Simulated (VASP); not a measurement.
Runs of VASP 6.6.1 on InSe. It takes space group P6_3/mmc (No. 194, hexagonal). The conventional cell has a = 4.050 Å, b = 4.050 Å, c = 16.930 Å, α = 90.00°, β = 90.00°, γ = 120.00°. In (site symmetry 3m) has 3 Se at 2.52 Å as nearest neighbours. Around Se (site symmetry 3m) lie 3 In at 2.52 Å. 

| task | level | potentials or basis | cell | k mesh | cutoff (eV) | smearing | gap on the mesh (eV) | pressure (GPa) | largest force (eV/Å) |
| --- | --- | --- | --- | --- | --- | --- | --- | --- | --- |
| single point | PBE | VASP PAW PBE potentials, release 64 (In_d, Se) | as given | 8 × 8 × 2 | 520 | fermi-dirac 0.05 eV | none | 7.7 | 2.89 |
| core levels | LDA | VASP PAW LDA potentials, release 64 (In_d, Se) | as given | 6 × 6 × 2 | 520 | gaussian 0.02 eV | none | 3.5 | 2.62 |
| optical spectrum | LDA | VASP PAW LDA potentials, release 64 (In_d, Se) | as given | 6 × 6 × 2 | 520 | gaussian 0.02 eV | none | (a) | 2.62 |
| electron localisation function | LDA | VASP PAW LDA potentials, release 64 (In_d, Se) | as given | 6 × 6 × 2 | 520 | gaussian 0.02 eV | none | 3.5 | 2.62 |

Alike in all rows: no spin polarisation.

Q: Fill in the values left out.

A: (a) 3.6.

Caveats: forces of over 1 eV/Å show positions far from the minimum, so gaps and moduli don't describe the material at rest; this functional lacks dispersion, which binds the layers, so the pressure and a relaxed spacing across them are unreliable (some runs).

A k mesh can miss the band edges, and the runs leave out spin-orbit coupling on In, Se.

A gap of «none» marks a metal or a gap under the smearing width.

Not every run made on this cell is shown here.
